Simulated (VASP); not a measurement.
# CdS (Greenockite) (P6_3mc) in VASP: notebook, part 2 of 2

VASP 6.6.1. The steps go on from the part before.

### Step 3. Single point, PBE

INCAR reads:

```
PREC = Accurate
ENCUT = 520
EDIFF = 1E-7
ISMEAR = -1
SIGMA = 0.05
LREAL = False
LASPH = True
NELM = 80
ALGO = Normal
ISIF = 2
LWAVE = False
LCHARG = False
GGA = PE
NBANDS = 26
```

KPOINTS reads:

```
regular mesh
0
Gamma
  7 7 4
```

POSCAR reads:

```
CdS
1.0
    4.1500000000      0.0000000000      0.0000000000
   -2.0750000000      3.5940054257      0.0000000000
    0.0000000000      0.0000000000      6.7370000000
Cd S
2 2
Direct
    0.6666666667      0.3333333333      0.5000000000
    0.3333333333      0.6666666667      0.0000000000
    0.6666666667      0.3333333333      0.8750000000
    0.3333333333      0.6666666667      0.3750000000
```

Potentials or basis: VASP PAW PBE potentials, release 64 (Cd, S).

Started as:

```
$ cat potpaw_PBE.64/Cd/POTCAR potpaw_PBE.64/S/POTCAR > POTCAR
$ mpirun -np 1 vasp_std > vasp.out
```

OUTCAR:

```text
PREC = Accurate
   ENCUT = 520
   EDIFF = 1E-7
   ISMEAR = -1
   LREAL = False
   LASPH = True
   NELM = 80
   ISIF = 2
   GGA = PE

 ion  position               nearest neighbor table
   1  0.667  0.333  0.500-   3 2.53   4 2.54   4 2.54   4 2.54
   2  0.333  0.667  0.000-   4 2.53   3 2.54   3 2.54   3 2.54
   3  0.667  0.333  0.875-   1 2.53   2 2.54   2 2.54   2 2.54
   4  0.333  0.667  0.375-   2 2.53   1 2.54   1 2.54   1 2.54

  LATTYP: Found a hexagonal cell.
[... 895 lines left out ...]
  Direction    XX          YY          ZZ          XY          YZ          ZX
  --------------------------------------------------------------------------------------
  -------------------------------------------------------------------------------------
  Total        1.3784195      1.3784195      1.7904935      0.0000000      0.0000000      0.0000000
  in kB       21.9785287     21.9785287     28.5489387      0.0000000      0.0000000      0.0000000
  external PRESSURE =      24.1686653 kB  Pullay stress =       0.0000000 kB

 VOLUME and BASIS-vectors are now :
 -----------------------------------------------------------------------------
  energy-cutoff  :      520.00
  volume of cell :      100.48
      direct lattice vectors                 reciprocal lattice vectors
     4.150000000  0.000000000  0.000000000     0.240963855  0.139120547  0.000000000
    -2.075000000  3.594005426  0.000000000     0.000000000  0.278241094  0.000000000
     0.000000000  0.000000000  6.737000000     0.000000000  0.000000000  0.148434021

 POSITION                                       TOTAL-FORCE (eV/Angst)
 -----------------------------------------------------------------------------------
      2.07500      1.19800      3.36850         0.000000     -0.000000     -0.069327
     -0.00000      2.39600      0.00000        -0.000000     -0.000000     -0.069327
      2.07500      1.19800      5.89487        -0.000000      0.000000      0.069327
     -0.00000      2.39600      2.52637         0.000000     -0.000000      0.069327
 -----------------------------------------------------------------------------------
    total drift:                               -0.000000     -0.000000     -0.000679

  FREE ENERGIE OF THE ION-ELECTRON SYSTEM (eV)
  ---------------------------------------------------
  free  energy   TOTEN  =       -12.2671473370 eV

  energy  without entropy=      -12.2671471797  energy(sigma->0) =      -12.26714726
```

OSZICAR:

```text
N       E                     dE             d eps       ncg     rms          rms(c)
DAV:   1     0.249887378409E+03    0.24989E+03   -0.17681E+04  1248   0.127E+03
DAV:   2     0.869069998776E+00   -0.24902E+03   -0.24073E+03  1352   0.320E+02
DAV:   3    -0.131984532791E+02   -0.14068E+02   -0.13967E+02  1486   0.754E+01
DAV:   4    -0.133533808211E+02   -0.15493E+00   -0.15479E+00  1392   0.761E+00
DAV:   5    -0.133557006295E+02   -0.23198E-02   -0.23197E-02  1494   0.937E-01    0.112E+01
DAV:   6    -0.122900901795E+02    0.10656E+01   -0.18978E+00  1630   0.142E+01    0.885E+00
DAV:   7    -0.122711949996E+02    0.18895E-01   -0.73150E-01  1290   0.455E+00    0.397E+00
DAV:   8    -0.122680585960E+02    0.31364E-02   -0.87970E-02  1348   0.293E+00    0.543E-01
DAV:   9    -0.122667992211E+02    0.12594E-02   -0.14733E-02  1376   0.151E+00    0.157E-01
DAV:  10    -0.122669938384E+02   -0.19462E-03   -0.12458E-03  1370   0.359E-01    0.116E-01
DAV:  11    -0.122671337582E+02   -0.13992E-03   -0.26381E-04  1390   0.112E-01    0.881E-02
DAV:  12    -0.122671434137E+02   -0.96554E-05   -0.14172E-04  1300   0.840E-02    0.170E-02
DAV:  13    -0.122671467545E+02   -0.33409E-05   -0.16648E-05  1458   0.265E-02    0.643E-03
DAV:  14    -0.122671475403E+02   -0.78580E-06   -0.26133E-06  1294   0.148E-02    0.705E-03
DAV:  15    -0.122671473230E+02    0.21732E-06   -0.43760E-07  1474   0.421E-03    0.238E-03
DAV:  16    -0.122671473370E+02   -0.13973E-07   -0.19320E-08   868   0.730E-04
   1 F= -.12267147E+02 E0= -.12267147E+02  d E =-.157248E-06
```

stdout:

```text
POSCAR found type information on POSCAR CdS
 POSCAR found :  2 types and       4 ions
 scaLAPACK will be used
 LDA part: xc-table for (Slater+PW92), standard interpolation
 POSCAR, INCAR and KPOINTS ok, starting setup
 FFT: planning ... GRIDC
 FFT: planning ... GRID_SOFT
 FFT: planning ... GRID
 WAVECAR not read
 entering main loop
```

It took 38 s on 1 thread of Intel Xeon Platinum 8559C (Emerald Rapids), shared host; peak memory 0.23 GiB.

Results:

| Item | Value |
| --- | --- |
| Free energy | -12.2671 eV |
| Pressure | 2.4 GPa |
| Largest force | 0.069 eV/Å |
| Band gap on the k mesh | 1.20 eV, direct |

Forces in eV/Å, atoms in the order of the input:
```
Cd   0.000  0.000 -0.069
Cd   0.000  0.000 -0.069
S    0.000  0.000  0.069
S    0.000  0.000  0.069
```

Stress tensor (GPa, compression positive):
```
2.20 0.00 0.00
0.00 2.20 0.00
0.00 0.00 2.85
```

Levels at points of the mesh, in eV from the valence-band top:
| k point | band 16 | band 17 | band 18 | band 19 | band 20 | band 21 |
| --- | --- | --- | --- | --- | --- | --- |
| (0.00, 0.00, 0.00) | -0.04 | 0.00 | 0.00 | 1.20 | 2.79 | 6.47 |
| (0.00, 0.00, 0.50) | -0.39 | -0.39 | -0.39 | 2.85 | 2.85 | 6.20 |

### Step 4. Single point, PBE (atoms moved at random, drawn with an rms of 0.05 Å)

INCAR reads:

```
PREC = Accurate ; ENCUT = 520
EDIFF = 1E-7 ; ISMEAR = -1
SIGMA = 0.05 ; LREAL = F
LASPH = T ; NELM = 60
ALGO = Normal ; ISIF = 2
LWAVE = F ; LCHARG = F
GGA = PE ; NBANDS = 26
```

KPOINTS is that of step 3.

POSCAR reads:

```
CdS
1.0
    4.1500000000      0.0000000000      0.0000000000
   -2.0750000000      3.5940054257      0.0000000000
    0.0000000000      0.0000000000      6.7370000000
Cd S
2 2
Direct
    0.6523770000      0.3348300000      0.4982200000
    0.3323570000      0.6638290000      0.0023890000
    0.6625740000      0.3325360000      0.8727730000
    0.3393890000      0.6704910000      0.3751140000
```

Started as:

```
$ cat potpaw_PBE.64/Cd/POTCAR potpaw_PBE.64/S/POTCAR > POTCAR
$ mpirun -np 1 vasp_std > vasp.out
```

It took 2.4 min on 1 thread of Intel Xeon Platinum 8559C (Emerald Rapids), shared host; peak memory 0.36 GiB.

The run converged. Its results:

```
Free energy            : -12.2467 eV
Pressure               : 2.5 GPa
Largest force          : 0.419 eV/Å
Band gap on the k mesh : 1.19 eV, direct
```

Forces on the atoms (eV/Å):
```
Cd   0.394 -0.006  0.013
Cd  -0.077  0.035 -0.215
S    0.099 -0.030  0.154
S   -0.417  0.001  0.048
```

Stress tensor (GPa, compression positive):
```
 2.21 -0.92  0.40
-0.92  2.20  0.03
 0.40  0.03  3.13
```

Levels at points of the mesh, in eV from the valence-band top:
```csv
k point,band 16,band 17,band 18,band 19,band 20,band 21
"(0.00, 0.00, 0.00)",-0.05,-0.01,0.00,1.19,2.80,6.42
"(0.00, 0.00, 0.50)",-0.39,-0.38,-0.34,2.81,2.88,6.16
```

### Step 5. Summary

```csv
level,cell,ladder,gap on the mesh (eV),pressure (GPa),largest force (eV/Å)
PBEsol,as given,free,1.06,-0.6,0.07
PBE,as given,-,1.20,2.4,0.07
PBE,"atoms moved at random, drawn with an rms of 0.05 Å",-,1.19,2.5,0.42
```

Alike in all rows: task single point; potentials or basis VASP PAW PBE potentials, release 64 (Cd, S); no spin polarisation; k mesh 7 × 7 × 4; cutoff (eV) 520; smearing fermi-dirac 0.05 eV.

Caveats: the PAW data sets were made with another functional, which shifts forces and pressure a little (some runs).

Total energies depend on the potentials used, so only differences within one code and one set of settings carry meaning.

### Step 6. Against experiment

Step 2. Against the measured gap of CdS, 2.5809 eV (quoted in “Isotope dependence of band-gap energy”, 2008, arxiv:0807.2152), the calculated 1.06 eV is off by -1.52 eV. So large a miss can be the level of theory's own, or it may mean another phase, state or a wrong row. Spin-orbit coupling on Cd is left out. The value is that of PBEsol, without temperature or zero-point motion. Semilocal functionals fall short of measured gaps as a rule.

Step 3. Against the measured gap of CdS, 2.5809 eV (quoted in “Isotope dependence of band-gap energy”, 2008, arxiv:0807.2152), the calculated 1.20 eV is off by -1.38 eV. So large a miss can be the level of theory's own, or it may mean another phase, state or a wrong row. Spin-orbit coupling on Cd is left out. The value is that of PBE, without temperature or zero-point motion. Semilocal functionals fall short of measured gaps as a rule.
